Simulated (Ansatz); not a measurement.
**Preparing Ga2O3 (C2/m) as a host crystal**

Aim: the runs on the perfect crystal Ga2O3 (C2/m) that a defect calculation needs first.

Main program and level: Ansatz 0.2.0; plane-wave PAW DFT, r2SCAN; relaxation of the host's cell and atoms; PAW set soft_1, in the first sound run; inputs show where later runs differ.

## Step 1: Set-up

It takes space group C2/m (No. 12, monoclinic). Conventional cell: a = 12.280 Å, b = 3.048 Å, c = 5.817 Å, α = 90.00°, β = 103.76°, γ = 90.00°. Nearest to Ga lie 6 O at 1.94 to 2.08 Å. Nearest to Ga lie 4 O at 1.84 to 1.87 Å. O has 3 Ga at 1.84 to 1.94 Å nearest. Nearest to O lie 4 Ga at 1.87 to 2.08 Å. O has 3 Ga at 1.84 to 1.95 Å nearest. Farther neighbours and most contacts between anions are not listed.

## Step 2: Host cell relaxation

Lattice and positions are set free, within the symmetry that the program keeps.

File cell/input.yaml:

```yaml
crystal:
  lattice:
    - [6.1402367, -1.5237837, 0.0]
    - [6.1402367, 1.5237837, 0.0]
    - [-1.3841309, 0.0, 5.6503489]
  atoms:
    - { symbol: Ga, position: [0.3411617, 0.3411617, 0.68526966] }
    - { symbol: Ga, position: [0.6588383, 0.6588383, 0.31473034] }
    - { symbol: Ga, position: [0.9095256, 0.9095256, 0.205214] }
    - { symbol: Ga, position: [0.0904744, 0.0904744, 0.794786] }
    - { symbol: O, position: [0.50353087, 0.50353087, 0.74333591] }
    - { symbol: O, position: [0.49646913, 0.49646913, 0.25666409] }
    - { symbol: O, position: [0.82662894, 0.82662894, 0.43676984] }
    - { symbol: O, position: [0.17337106, 0.17337106, 0.56323016] }
    - { symbol: O, position: [0.16450498, 0.16450498, 0.10915408] }
    - { symbol: O, position: [0.83549502, 0.83549502, 0.89084592] }
basis:
  ecutwfc: 500
  xc_grid: 2
hamiltonian:
  xc: r2scan
  pseudopotentials: { kind: paw, azcp: { folder: soft_1 } }
kpoints:
  mp_grid: { grid: [9, 9, 5] }
scf:
  occupations: { method: fixed }
  max_iter: 100
relax:
  f_tol: 0.005
  max_steps: 60
  cell: {}
output:
  forces: true
  stress: true
checkpoint:
  write: "../cell.run"
  compress: false
  write_wavefunctions: false
  write_every: 100000
```

Run with:

```console
$ ansatz run input.yaml --threads 32 --pin off --max-ram 56524MiB --backend cuda --events-out ev --progress --plain --runs-dir out --max-vram 78GiB
```

Numbers of over 12 decimals in the logs are rounded to 6 here.

The program printed:

```text
[...]
Engine: ansatz 0.2.0, aarch64-unknown-linux-gnu
[...]
Pseudopotential: Ga, paw, valence charge 13, recommended cutoff 500 eV (meta_gga), soft_1/Ga.paw.azcp
Pseudopotential: O, paw, valence charge 6, recommended cutoff 500 eV (meta_gga), soft_1/O.paw.azcp
Functional definition: r2SCAN
[...]
Crystal: 10 atoms, lattice volume = 105.734 Å³
Basis set: ecut = 500 eV, 2681 PW (Γ), FFT grids on a1−a2, a2, a3, exchange–correlation on 48×96×90 points (8 copies of the dense FFT grid, shifted against one another)
Bands: 54, of which v1, the nominal top of the filled ones, is band 44 counted from 1 (43 counted from 0)
[...]
Space group: C2/m (ITA 12), of the structure as read, at distance tolerance 4.7e-5 Å
k-points: 115 of 405
[...]
Functional: x = r2scan, c = r2scan; τ floored in thin density (d = 2e-4 eV/Å³)
[...]
automatic band count: iteration 3 solves 52 bands in place of 54: the levels show a gap, and the empty bands left out lie too high to hold charge; the band table lists the bands solved (type scf.n_ext [...]
[...]
SCF 1 converged in 10 iterations: F = -18577.866842 eV  dr2 = 3.02e-8
[...]
relax step   1: F+E_penalty+E_count = -18577.86684250 eV  Δ(F+E_penalty+E_count) = +0.000e0 eV  max|allowed force component| = 7.423e-2 eV/Å  Δτ_max = 0.0000 Å  P = -1.543 GPa  Ω = 105.734 Å³  (10 SCF [...]
[...]
Crystal: 10 atoms, lattice volume = 105.302 Å³
[...]
SCF 2 converged in 5 iterations: F = -18577.870690 eV  dr2 = 3.55e-7
[...]
SCF 6 converged in 5 iterations: F = -18577.871086 eV  dr2 = 1.98e-11
[...]
SCF converged after 5 iterations
[...]
--- Forces (eV/Å), atoms counted from 1 ---
[...]
--- Stress (GPa, compression-positive) ---
        0.019844       0.000000      -0.001715
        0.000000       0.000265      -0.000000
       -0.001694      -0.000000      -0.008466
  P = ⅓ Tr σ = 0.0039 GPa (0.039 kbar)
--- Band table (eV; the first three rows and the last of 115) ---
[...]
--- Relaxed structure (5 steps of the walk, 5 accepted, 1 SCFs on fresh bases) ---
[...]
```

Elapsed: 8 s, on 1 × NVIDIA GB200 with 32 threads of Arm Neoverse V2, shared host; peak memory 1.1 GiB.

Relaxation path:

```
step  energy less that of the first step (eV)  largest force component (eV/Å)  pressure (GPa)  volume (Å³)
   1                                   0.0000                          0.0742           -1.54       105.73
   2                                  -0.0038                          0.0394           -0.66       105.30
   3                                  -0.0049                          0.0065            0.03       104.99
   4                                  -0.0049                          0.0116           -0.01       105.03
   5                                  -0.0049                          0.0021            0.00       105.01
   6                                  -0.0042                          0.0021            0.00       105.01
```

The log counts 1 steps on a newly chosen plane-wave basis, not all of them marked here; energy and pressure can jump at such steps.

```
     cell as run  before   after  change
           a (Å)   6.326   6.312  -0.2 %
           b (Å)   6.326   6.312  -0.2 %
           c (Å)   5.817   5.808  -0.2 %
           α (°)  103.35  103.39  +0.0 %
           β (°)  103.35  103.39  +0.0 %
           γ (°)   27.87   27.86  -0.1 %
volume (Å³/atom)   10.57   10.50  -0.7 %
```

Numbers from this step:

```
pressure : 0.003881 GPa
```

The relaxation ends with a largest force component of 0.0021 eV/Å and a pressure of 0.00 GPa.

## Step 3: Dielectric tensors of the host

The response to a uniform electric field gives the electronic dielectric tensor.

This step: plane-wave PAW DFPT, PBEsol; dielectric tensors, Born charges and zone-centre modes of the host; PAW set soft_1 (Ansatz 0.2.0).

File eps/input.yaml:

```yaml
crystal:
  lattice:
    - [6.1265954155, -1.5194804787, -0.0026150466]
    - [6.1265954155, 1.5194804787, -0.0026150466]
    - [-1.3834622942, 0.0, 5.6409524212]
  atoms:
    - { symbol: Ga, position: [0.3412914738, 0.3412914738, 0.6855455686] }
    - { symbol: Ga, position: [0.6587085262, 0.6587085262, 0.3144544314] }
    - { symbol: Ga, position: [0.9094760976, 0.9094760976, 0.2051927019] }
    - { symbol: Ga, position: [0.0905239024, 0.0905239024, 0.7948072981] }
    - { symbol: O, position: [0.5037459962, 0.5037459962, 0.7438036944] }
    - { symbol: O, position: [0.4962540038, 0.4962540038, 0.2561963056] }
    - { symbol: O, position: [0.8266685284, 0.8266685284, 0.4364762482] }
    - { symbol: O, position: [0.1733314716, 0.1733314716, 0.5635237518] }
    - { symbol: O, position: [0.1641900411, 0.1641900411, 0.1091184621] }
    - { symbol: O, position: [0.8358099589, 0.8358099589, 0.8908815379] }
basis:
  ecutwfc: 420
hamiltonian:
  xc: pbesol
  pseudopotentials: { kind: paw, azcp: { folder: soft_1 }, xc_functional: pbe }
kpoints:
  mp_grid: { grid: [8, 8, 4] }
scf:
  occupations: { method: fixed }
  max_iter: 100
phonons:
  method: dfpt
  dielectric: true
  rigid_motions: translations
```

The program printed:

```text
[...]
Crystal: 10 atoms, lattice volume = 105.015 Å³
Basis set: ecut = 420 eV, 2041 PW (Γ), exchange–correlation on 90×90×80 points (8 copies of the dense FFT grid, shifted against one another)
Bands: 54, of which v1, the nominal top of the filled ones, is band 44 counted from 1 (43 counted from 0)
[...]
k-points: 132 of 256 (irreducible under 1 space group operation, time reversal used)
[...]
SCF iter   1: F=—  HF=-18344.102295 eV  |F-HF|=—  |Δ(HF+E_count)|=         —  Δρ=1.17e-1  dr2=6.51e0  ethr=3.10e-3  ⟨swp⟩=4.0  Hψ=20836  notcnv=0  defer=827
[...]
SCF iter   2: F=—  HF=-18342.454121 eV  |F-HF|=—  |Δ(HF+E_count)|=    1.65e0  Δρ=5.26e-2  dr2=1.37e0  ethr=3.10e-3  ⟨swp⟩=2.0  Hψ=13822  notcnv=0  defer=830
[...]
SCF iter  13: F=-18341.862711 eV  HF=-18341.862711 eV  |F-HF|=1.46e-11  |Δ(HF+E_count)|=  3.64e-12  Δρ=1.65e-7  dr2=2.70e-11  ethr=1.00e-12  ⟨swp⟩=12.6  Hψ=44763  notcnv=0
SCF 1 converged in 13 iterations: F = -18341.862711 eV  dr2 = 2.70e-11
[...]
SCF 1 converged in 6 iterations: F = -18341.686074 eV  dr2 = 7.12e-9
[...]
SCF converged after 13 iterations
[...]
```

It took 31 s on 1 × NVIDIA GB200 with 32 threads; peak memory 5.5 GiB; 5.5 min of CPU time.

Reading the cycles: dr2 is the Hartree energy of the density residual (eV), the measure of convergence; HF is the Harris–Foulkes estimate of the energy, which meets the free energy F at convergence.

Electronic dielectric tensor:

```
4.07 0.00 0.00
0.00 4.18 0.00
0.00 0.00 4.18
```

Static dielectric tensor:

```
11.02  0.00 -0.83
 0.00 10.83  0.00
-0.83  0.00 13.62
```

The principal values of the electronic dielectric tensor are 4.07, 4.18 and 4.18. The principal values of the static dielectric tensor are 10.77, 10.83 and 13.87.

## Step 4: Primitive cell on a dense mesh

A dense mesh gives the host's converged energy, against which the supercell's sampling is tested.

This step: plane-wave PAW DFT, r2SCAN; single point of the host's primitive cell on a dense mesh; PAW set soft_1 (Ansatz 0.2.0).

dense/input.yaml, as its differences from eps/input.yaml of step 3:

```diff
@@ -17,14 +17,11 @@
 basis:
-  ecutwfc: 420
+  ecutwfc: 500
+  xc_grid: 2
 hamiltonian:
-  xc: pbesol
-  pseudopotentials: { kind: paw, azcp: { folder: soft_1 }, xc_functional: pbe }
+  xc: r2scan
+  pseudopotentials: { kind: paw, azcp: { folder: soft_1 } }
 kpoints:
-  mp_grid: { grid: [8, 8, 4] }
+  mp_grid: { grid: [9, 9, 5] }
 scf:
-  occupations: { method: fixed }
-  max_iter: 100
-phonons:
-  method: dfpt
-  dielectric: true
-  rigid_motions: translations
+  occupations: { method: fermi_dirac, width: 0.01 }
+  max_iter: 80
```

The program printed:

```text
[...]
Crystal: 10 atoms, lattice volume = 105.015 Å³
Basis set: ecut = 500 eV, 2667 PW (Γ), FFT grids on a1−a2, a2, a3, exchange–correlation on 48×96×90 points (8 copies of the dense FFT grid, shifted against one another)
Bands: 54, of which v1, the nominal top of the filled ones, is band 44 counted from 1 (43 counted from 0)
[...]
k-points: 115 of 405
[...]
SCF iter   2: F=—  HF=-18578.216291 eV  |F-HF|=—  |Δ(HF+E_count)|=    1.74e0  Δρ=6.09e-2  dr2=1.81e0  dr2_τ=6.76e-2  ethr=3.10e-3  ⟨swp⟩=2.0  Hψ=12894  notcnv=0  defer=488
[...]
SCF iter   9: F=—  HF=-18577.871086 eV  |F-HF|=—  |Δ(HF+E_count)|=   1.10e-8  Δρ=1.21e-5  dr2=1.10e-7  dr2_τ=9.15e-9  ethr=3.14e-9  ⟨swp⟩=2.0  Hψ=10735  notcnv=0  defer=258
SCF iter  10: F=-18577.871086 eV  HF=-18577.871086 eV  |F-HF|=5.72e-8  |Δ(HF+E_count)|=   2.53e-8  Δρ=6.67e-6  dr2=3.18e-8  dr2_τ=2.62e-9  ethr=1.19e-10  ⟨swp⟩=3.0  Hψ=14394  notcnv=0
SCF 1 converged in 10 iterations: F = -18577.871086 eV  dr2 = 3.18e-8
[...]
SCF converged after 10 iterations
Free energy (F): -18577.871086 eV
[...]
Fermi energy:    9.184432 eV
[...]
```

The job ended after 2.4 s (1 × NVIDIA GB200 with 32 threads; peak memory 1 GiB; 6.4 s of CPU time).

## Step 5: Self-consistent run

This step: plane-wave PAW DFT, r2SCAN; single point of the defect-free supercell, a test of its k-points; PAW set soft_1 (Ansatz 0.2.0).

System of this step: Ga2O3 (C2/m). The cell holds 120 atoms: 48 Ga and 72 O. Its edges and angles: a = 12.253 Å, b = 9.117 Å, c = 11.616 Å, α = 90.0°, β = 103.8°, γ = 90.0°.

File pristine.sampling/input.yaml:

```yaml
crystal:
  lattice:
    - [12.2531908311, 0.0, -0.0052300931]
    - [0.0, 9.1168828725, 0.0]
    - [-2.7669245884, 0.0, 11.2819048424]
  atoms:
    - { symbol: Ga, position: [0.3412914738, 0.0, 0.3427727843] }
    - { symbol: Ga, position: [0.8412914738, 0.1666666667, 0.3427727843] }
    - { symbol: Ga, position: [0.1587085262, 0.1666666667, 0.1572272157] }
    - { symbol: Ga, position: [0.6587085262, 0.0, 0.1572272157] }
    - { symbol: Ga, position: [0.4094760976, 0.1666666667, 0.102596351] }
    - { symbol: Ga, position: [0.9094760976, 0.0, 0.102596351] }
    - { symbol: Ga, position: [0.0905239024, 0.0, 0.397403649] }
    - { symbol: Ga, position: [0.5905239024, 0.1666666667, 0.397403649] }
    - { symbol: O, position: [0.0037459962, 0.1666666667, 0.3719018472] }
    - { symbol: O, position: [0.5037459962, 0.0, 0.3719018472] }
    - { symbol: O, position: [0.4962540038, 0.0, 0.1280981528] }
    - { symbol: O, position: [0.9962540038, 0.1666666667, 0.1280981528] }
    - { symbol: O, position: [0.3266685284, 0.1666666667, 0.2182381241] }
    - { symbol: O, position: [0.8266685284, 0.0, 0.2182381241] }
    - { symbol: O, position: [0.1733314716, 0.0, 0.2817618759] }
    - { symbol: O, position: [0.6733314716, 0.1666666667, 0.2817618759] }
    - { symbol: O, position: [0.1641900411, 0.0, 0.054559231] }
    - { symbol: O, position: [0.6641900411, 0.1666666667, 0.054559231] }
    - { symbol: O, position: [0.3358099589, 0.1666666667, 0.445440769] }
    - { symbol: O, position: [0.8358099589, 0.0, 0.445440769] }
    - { symbol: Ga, position: [0.3412914738, 0.0, 0.8427727843] }
    - { symbol: Ga, position: [0.8412914738, 0.1666666667, 0.8427727843] }
    - { symbol: Ga, position: [0.1587085262, 0.1666666667, 0.6572272157] }
    - { symbol: Ga, position: [0.6587085262, 0.0, 0.6572272157] }
    - { symbol: Ga, position: [0.4094760976, 0.1666666667, 0.602596351] }
    - { symbol: Ga, position: [0.9094760976, 0.0, 0.602596351] }
    - { symbol: Ga, position: [0.0905239024, 0.0, 0.897403649] }
    - { symbol: Ga, position: [0.5905239024, 0.1666666667, 0.897403649] }
    - { symbol: O, position: [0.0037459962, 0.1666666667, 0.8719018472] }
    - { symbol: O, position: [0.5037459962, 0.0, 0.8719018472] }
[... 84 atom lines left out ...]
    - { symbol: O, position: [0.1733314716, 0.6666666667, 0.7817618759] }
    - { symbol: O, position: [0.6733314716, 0.8333333333, 0.7817618759] }
    - { symbol: O, position: [0.1641900411, 0.6666666667, 0.554559231] }
    - { symbol: O, position: [0.6641900411, 0.8333333333, 0.554559231] }
    - { symbol: O, position: [0.3358099589, 0.8333333333, 0.945440769] }
    - { symbol: O, position: [0.8358099589, 0.6666666667, 0.945440769] }
basis:
  ecutwfc: 500
  xc_grid: 2
hamiltonian:
  xc: r2scan
  pseudopotentials: { kind: paw, azcp: { folder: soft_1 } }
kpoints:
  mp_grid: { grid: [1, 1, 1], shift: [0.25, 0.25, 0.25] }
scf:
  occupations: { method: fermi_dirac, width: 0.01 }
  max_iter: 80
```

The program printed:

```text
[...]
Crystal: 120 atoms, lattice volume = 1260.180 Å³
Basis set: ecut = 500 eV, 32007 PW (Γ), exchange–correlation on 180×144×180 points (8 copies of the dense FFT grid, shifted against one another)
Bands: 648, of which v1, the nominal top of the filled ones, is band 528 counted from 1 (527 counted from 0)
[...]
k-points: 1
[...]
SCF iter   2: F=—  HF=-222938.623999 eV  |F-HF|=—  |Δ(HF+E_count)|=    2.09e1  Δρ=6.09e-2  dr2=2.17e1  dr2_τ=8.07e-1  ethr=3.10e-3  ⟨swp⟩=2.0  Hψ=1271  notcnv=0  defer=116
[...]
SCF iter   9: F=—  HF=-222934.473107 eV  |F-HF|=—  |Δ(HF+E_count)|=   4.10e-7  Δρ=1.22e-5  dr2=1.36e-6  dr2_τ=1.10e-7  ethr=3.13e-9  ⟨swp⟩=2.0  Hψ=1060  notcnv=0  defer=80
SCF iter  10: F=-222934.473107 eV  HF=-222934.473108 eV  |F-HF|=5.93e-7  |Δ(HF+E_count)|=   2.77e-7  Δρ=6.37e-6  dr2=3.57e-7  dr2_τ=2.98e-8  ethr=9.47e-11  ⟨swp⟩=3.0  Hψ=1522  notcnv=0
SCF 1 converged in 10 iterations: F = -222934.473107 eV  dr2 = 3.57e-7
[...]
SCF converged after 10 iterations
Free energy (F): -222934.473107 eV
[...]
Fermi energy:    9.592179 eV
[...]
```

It took 2.5 s on 1 × NVIDIA GB200 with 32 threads; peak memory 1.5 GiB.

Numbers from this step:

| Property | Result |
| --- | --- |
| energy over dense mesh | -1.67e-4 eV/atom |

## Step 6: Defect free supercell relaxed from its symmetric sites

This cell, the one that will hold the defects, is built from the relaxed host. Its coarser k-points can move the atoms a little, so it is relaxed from the symmetric sites, as the reference for the test of stability.

This step: plane-wave PAW DFT, r2SCAN; relaxation of the defect-free supercell from its symmetric sites; PAW set soft_1 (Ansatz 0.2.0).

pristine.symmetric/input.yaml, as its differences from pristine.sampling/input.yaml of step 5:

```diff
@@ -54 +54,12 @@
   max_iter: 80
+output:
+  forces: true
+relax:
+  f_tol: 0.01
+  max_steps: 60
+  escape_saddle: false
+checkpoint:
+  write: "../pristine.symmetric.run"
+  compress: false
+  write_wavefunctions: false
+  write_every: 100000
```

The program printed:

```text
[...]
Crystal: 120 atoms, lattice volume = 1260.180 Å³
Basis set: ecut = 500 eV, 32007 PW (Γ), exchange–correlation on 180×144×180 points (8 copies of the dense FFT grid, shifted against one another)
Bands: 648, of which v1, the nominal top of the filled ones, is band 528 counted from 1 (527 counted from 0)
[...]
k-points: 1
[...]
SCF iter   9: F=-222934.473107 eV  HF=-222934.473107 eV  |F-HF|=5.20e-7  |Δ(HF+E_count)|=   4.43e-7  Δρ=1.22e-5  dr2=1.37e-6  dr2_τ=1.10e-7  ethr=2.37e-10  ⟨swp⟩=2.0  Hψ=2201  notcnv=0
SCF 1 converged in 9 iterations: F = -222934.473107 eV  dr2 = 1.37e-6
[...]
relax step   1: F+E_penalty+E_count = -222934.47310678 eV  Δ(F+E_penalty+E_count) = +0.000e0 eV  max|allowed force component| = 1.736e-3 eV/Å  Δτ_max = 0.0000 Å  (9 SCF iters, dr2 threshold 2.50e-6 eV [...]
[...]
SCF iter   1: F=—  HF=-222934.473107 eV  |F-HF|=—  |Δ(HF+E_count)|=         —  Δρ=1.22e-5  dr2=1.37e-6  dr2_τ=1.09e-7  ethr=1.29e-10  ⟨swp⟩=1.0  Hψ=1554  notcnv=0  defer=80
[...]
relax step   2: F+E_penalty+E_count = -222934.47310732 eV  Δ(F+E_penalty+E_count) = -5.355e-7 eV  max|allowed force component| = 1.666e-3 eV/Å  Δτ_max = 0.0000 Å  (4 SCF iters, accepted)
[...]
SCF 3 converged in 2 iterations: F = -222934.473107 eV  dr2 = 1.22e-9
SCF converged after 2 iterations
[...]
```

Run time: 3.4 s. Hardware: 1 × NVIDIA GB200 with 32 threads; peak memory 1.5 GiB.

No atom moved by 0.005 Å in the relaxation.

## Step 7: Defect free supercell relaxed from displaced atoms

This step: plane-wave PAW DFT, r2SCAN; relaxation of the defect-free supercell from random displacements, a test of the host's stability; PAW set soft_1 (Ansatz 0.2.0).

pristine.rattled/input.yaml, as its differences from pristine.symmetric/input.yaml of step 6:

```diff
@@ -58,6 +58,6 @@
   f_tol: 0.01
-  max_steps: 60
-  escape_saddle: false
+  max_steps: 120
+  random_displacement: { amplitude: 0.08, seed: 9243 }
 checkpoint:
-  write: "../pristine.symmetric.run"
+  write: "../pristine.rattled.run"
   compress: false
```

The program printed:

```text
[...]
Crystal: 120 atoms, lattice volume = 1260.180 Å³
Basis set: ecut = 500 eV, 32007 PW (Γ), exchange–correlation on 180×144×180 points (8 copies of the dense FFT grid, shifted against one another)
Bands: 648, of which v1, the nominal top of the filled ones, is band 528 counted from 1 (527 counted from 0)
[...]
k-points: 1
[...]
SCF 1 converged in 9 iterations: F = -222927.729471 eV  dr2 = 2.07e-6
[...]
relax step   1: F+E_penalty+E_count = -222927.72947072 eV  Δ(F+E_penalty+E_count) = +0.000e0 eV  max|allowed force component| = 3.821e0 eV/Å  Δτ_max = 0.0000 Å  (9 SCF iters, dr2 threshold 2.50e-6 eV, [...]
[...]
relax step   5: F+E_penalty+E_count = -222934.47307381 eV  Δ(F+E_penalty+E_count) = -5.338e-8 eV  max|allowed force component| = 2.131e-3 eV/Å  Δτ_max = 0.0000 Å  (2 SCF iters, accepted)
[...]
SCF 6 converged in 2 iterations: F = -222934.473074 eV  dr2 = 1.36e-8
SCF converged after 2 iterations
[...]
```

Wall time 6.6 s (1 × NVIDIA GB200 with 32 threads); peak memory 1.5 GiB.

The steps of the relaxation:

```
step  energy less that of the first step (eV)  largest force component (eV/Å)
   1                                   0.0000                          3.8212
   2                                  -4.8095                          1.8440
   3                                  -6.7402                          0.0744
   4                                  -6.7436                          0.0021
   5                                  -6.7436                          0.0021
```

The relaxation ends 56 meV an atom lower than the displaced start, with a largest force component of 0.0021 eV/Å.

## Step 8: What came out

| Quantity | Value |
| --- | --- |
| primitive cell vectors, lengths | 6.312, 6.312, 5.808 Å |
| electronic dielectric constant | principal values (4.07, 4.18, 4.18) |
| static dielectric constant | principal values (10.77, 10.83, 13.87) |
| gap on the k-mesh of the response run (PBEsol) | 2.29 eV |
| supercell relaxed in its symmetry less the displaced and relaxed one | 0.000 eV |
| energy an atom at one point at (¼, ¼, ¼) less that on the dense mesh | 0.000 eV |

In words: Step 7: The energy fell by 6.744 eV from the randomly displaced start; the atoms end within 0.005 Å of the sites as typed, once the mean shift is taken out. The displaced cell ends within 0.01 eV of the symmetric one relaxed in its symmetry, so no lower structure shows in this supercell. The k-mesh can miss the band edges, so this gap is an upper bound at this level. All at zero temperature.

[Logs are printed without paths, hosts, clocks, repeated set-up lines and the standing remarks that a program may print on its own settings, such as how far it seeks lower states.]

[Hosts, paths, dates, database ids (printed as entryN), source tags and the programs' standing remarks are cut or masked in the printed files.]

[Runs of the host that timed out are not shown.]

[For some hosts the program warned that the k-mesh of the response run may be too coarse for force constants and the static dielectric constant; such warnings are not always shown.]

[The program warned that the k-mesh of a response run behind this text may be too coarse: force constants, and the static dielectric constant and all else formed from them, are not shown converged.]
